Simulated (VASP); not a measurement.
Input of a VASP 6.6.1 run:

File INCAR:

```
SYSTEM = MoS2
ALGO     = Normal         ! electronic algorithm
EDIFF    = 1E-6           ! SCF threshold, eV
EDIFFG   = -0.01          ! ionic threshold
ENCUT    = 600            ! plane-wave cutoff, eV
IBRION   = 2              ! ionic algorithm
ISIF     = 3              ! what is computed and relaxed
ISMEAR   = 0              ! smearing method
KPAR     = 2            
LASPH    = .TRUE.         ! aspherical terms in the spheres
LCHARG   = .FALSE.        ! write CHGCAR
LREAL    = .FALSE.        ! projectors in reciprocal space
LWAVE    = .FALSE.        ! write WAVECAR
NELM     = 80             ! most SCF steps
NSW      = 90             ! ionic steps
PREC     = Accurate       ! precision mode
PSTRESS  = 96.0         
SIGMA    = 0.03           ! smearing width, eV
```

File KPOINTS:

```
k-points
0
G
  12 12 3
  0 0 0
```

POSCAR

```
MoS2
1.0
    3.1690000000      0.0000000000      0.0000000000
   -1.5845000000      2.7444345046      0.0000000000
    0.0000000000      0.0000000000     12.3240000000
Mo S
2 4
Direct
    0.3333333333      0.6666666667      0.2500000000
    0.6666666667      0.3333333333      0.7500000000
    0.3333333333      0.6666666667      0.6230000000
    0.6666666667      0.3333333333      0.1230000000
    0.3333333333      0.6666666667      0.8770000000
    0.6666666667      0.3333333333      0.3770000000
```

Potentials or basis: VASP PAW LDA potentials, release 64 (Mo_sv, S).

Launch:

```bash
$ cat potpaw_LDA.64/Mo_sv/POTCAR potpaw_LDA.64/S/POTCAR > POTCAR
$ mpirun -np 2 vasp_std > vasp.out
```

(1) What does it give for the band gap on the k mesh?

(2) What does it give for the relaxed cell?

(3) Estimate the relaxed volume.

(4) Predict the space group after relaxing (to 0.05 Å).

## Answers

(1) 0.22 eV, indirect (least direct gap 1.63 eV).

(2) a = 3.056 Å, b = 3.056 Å, c = 11.247 Å, α = 90.00°, β = 90.00°, γ = 120.00°.

(3) 15.16 Å³/atom.

(4) P6_3/mmc (No. 194).

Caveat: the cell is relaxed towards a set pressure, so the enthalpy falls and the energy may rise; the volume moved by over 15 % at a fixed basis, so the end points are rough; an odd mesh through Γ misses points on the zone boundary, where band edges often lie.
